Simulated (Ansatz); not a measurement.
# NbC (Fm-3m): equation of state

The task here is to estimate one member of a computed series from the others.

Method: DFT r²SCAN, scalar-relativistic, plane waves, PAW, in Ansatz 0.2.0.

**Starting point**

Symmetry: Fm-3m, No. 225, cubic system. The conventional cell has a = 4.482 Å, b = 4.482 Å, c = 4.482 Å, α = 90.00°, β = 90.00°, γ = 90.00°. Nb (site symmetry m-3m) is surrounded by 6 C at 2.24 Å. C (site symmetry m-3m) is surrounded by 6 Nb at 2.24 Å.

Structure file:

```
CELL_PARAMETERS angstrom
0.00000 2.24086 2.24086
2.24086 0.00000 2.24086
2.24086 2.24086 0.00000
ATOMIC_POSITIONS crystal
Nb 0.00000 0.00000 0.00000
C 0.50000 0.50000 0.50000
```

This cell comes from an earlier session at r²SCAN: 11.252 Å³/atom at 0.00 GPa, on a 18×18×18 mesh.

Volume factors to run: 0.980, 1.020, 0.960, 1.040.

Set-up of the first run:

The input, input.yaml:

```yaml
crystal:
  lattice:
    - [0.0, 2.2258223507, 2.2258223507]
    - [2.2258223507, 0.0, 2.2258223507]
    - [2.2258223507, 2.2258223507, 0.0]
  atoms:
    - { symbol: Nb, position: [0.0, 0.0, 0.0] }
    - { symbol: C, position: [0.5, 0.5, 0.5] }
basis:
  ecutwfc: 500
  ecutrho_ratio: 4
kpoints:
  mp_grid: { grid: [18, 18, 18] }
hamiltonian:
  xc: r2scan
scf:
  occupations: { method: gaussian, width: 0.05 }
output:
  forces: true
  stress: true
  eigenvalues: true
```

Run with:

```sh
$ ansatz run input.yaml --threads 1 --pin off --max-ram 2560MiB --backend cpu --events-out ev --progress --plain --runs-dir out
```

Among the steps run: Scaling the volume by 0.980; Volume × 1.020; Volume × 0.960; At 1.040 of the relaxed volume.

One table of the session follows, with a row left open; its other results are not shown here.

It belongs to the step «The fit». 

| volume (Å³/atom) | energy (meV/atom) | pressure (GPa) |
| --- | --- | --- |
| 10.802 | 18.73 | 13.82 |
| 11.027 | ? | ? |
| 11.252 | 0.00 | 0.00 |
| 11.477 | 4.23 | -5.91 |
| 11.703 | 16.34 | -11.24 |

Estimate the missing values for volume (Å³/atom) = 11.027.

Worked estimate for «energy (meV/atom)». A straight line through the neighbours (10.802, 18.73) and (11.252, 0.00) gives 18.73 + (0.00 − 18.73) × (11.027 − 10.802) / (11.252 − 10.802) = 9.37; a parabola fitted to 3 rows on both sides gives 4.83.

The run gave: energy (meV/atom): 4.51; pressure (GPa): 6.55. In «energy (meV/atom)» the line misses by +4.86 and the parabola by +0.32.
